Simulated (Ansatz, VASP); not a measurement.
# Al in VASP and in Ansatz

INCAR

```
  ALGO = Normal
  EDIFF = 1E-7
  ENCUT = 520
  ISIF = 2
  ISMEAR = -1
  LASPH = True
  LCHARG = True
  LELF = True
  LREAL = False
  LVHAR = True
  LWAVE = False
  NBANDS = 10
  NELM = 80
  PREC = Accurate
  SIGMA = 0.1
```

The input KPOINTS:

```
k-points
0
Gamma
  10 10 10
```

Contents of POSCAR:

```
Al
1.0
    0.0000000000      2.8929426900      2.8929426900
    2.8929426900      0.0000000000      2.8929426900
    2.8929426900      2.8929426900      0.0000000000
Al
2
Direct
    0.1250000000      0.1250000000      0.1250000000
    0.8750000000      0.8750000000      0.8750000000
```

Input for Ansatz:

```yaml
crystal:
  lattice:
    - [0.0, 2.89294269, 2.89294269]
    - [2.89294269, 0.0, 2.89294269]
    - [2.89294269, 2.89294269, 0.0]
  atoms:
    - { symbol: Al, position: [0.125, 0.125, 0.125] }
    - { symbol: Al, position: [0.875, 0.875, 0.875] }
hamiltonian:
  xc: lda
  pseudopotentials:
    kind: paw
    azcp:
      Al: "pseudopotentials/Al.paw.azcp"
basis:
  ecutwfc: 420
  fft_grid_basis: typed
kpoints:
  mp_grid: { grid: [10, 10, 10], shift: [0, 0, 0] }
magnetization:
  spin_polarized: false
scf:
  occupations: { method: fermi_dirac, width: 0.1 }
  lower_state_search: "off"
output:
  stress: true
```

Alike in both runs: task single point; functional LDA; k mesh 10 × 10 × 10; occupations fermi-dirac, width 0.1 eV; no spin polarisation.

|  | VASP | Ansatz |
| --- | --- | --- |
| version | VASP 6.6.1 | Ansatz 0.2.0 |
| potentials or method | VASP PAW LDA potentials, release 64 (Al) | plane waves (420 eV) with PAW, scalar-relativistic |
| plane-wave cutoff (eV) | 520 | 420 |
| valence electrons in the cell | 6 | 6 |

|  | VASP | Ansatz | Ansatz less VASP |
| --- | --- | --- | --- |
| pressure (GPa) | 4.2 | 4.1 | -0.05 |

Ansatz warned: «pseudo_functional_mismatch».
